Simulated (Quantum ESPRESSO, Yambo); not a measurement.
An input for Yambo 5.3.0 (InP (F-43m)):

```
HF_and_locXC
gw0
dyson
ppa
em1d
rim_cut
RandQpts= 1000000
RandGvec= 1 RL
EXXRLvcs= 80 Ry
VXCRLvcs= 320 Ry
Chimod= "HARTREE"
% BndsRnXp
 1 | 255 |
%
NGsBlkXp= 17 Ry
% LongDrXp
 1 | 1 | 1 |
%
% GbndRnge
 1 | 255 |
%
DysSolver= "n"
ExtendOut
PPAPntXp= 27.21138 eV
% QPkrange
 1 | 1 | 12 | 15 |
%
```

The database entry behind the starting cell differs from later determinations by our own check (0.1 to 0.3 % short, probably kX units), so it need not match the best structure at ambient conditions.

```sh
OMP_NUM_THREADS=1 mpirun -n 8 yambo -F gw2.in -J gw2 -C gw2 > gw2.log
```

The stored states that it reads are on a 4×4×4 mesh. It takes space group F-43m (No. 216, cubic). The conventional cell has a = 5.861 Å, b = 5.861 Å, c = 5.861 Å, α = 90.00°, β = 90.00°, γ = 90.00°. Nearest to In lie 4 P at 2.54 Å. P has 4 In at 2.54 Å nearest. Farther neighbours are not listed.

**Question.** How long will it take on 8 MPI ranks of Arm Neoverse V2, shared host, and how much memory?

It took 3.5 min; on shared hardware allow 1.7 min to 7 min. Peak host memory was 4.1 GiB.

The screening grows as filled bands × empty bands × pairs of k points, times the square of the screening basis for the matrix.

[Paths, hosts, dates, memory and timing lines, banners, echoed tables and standing remarks are left out of the program output.]

[Logs are printed without paths, hosts, clocks, repeated set-up lines and the standing remarks that a program may print on its own settings, such as how far it seeks lower states.]

[Runs of the session that timed out or met a known fault of the program may be left out.]

[Hosts, paths, dates, database ids (printed as entryN), source tags and the programs' standing remarks are cut or masked in the printed files.]
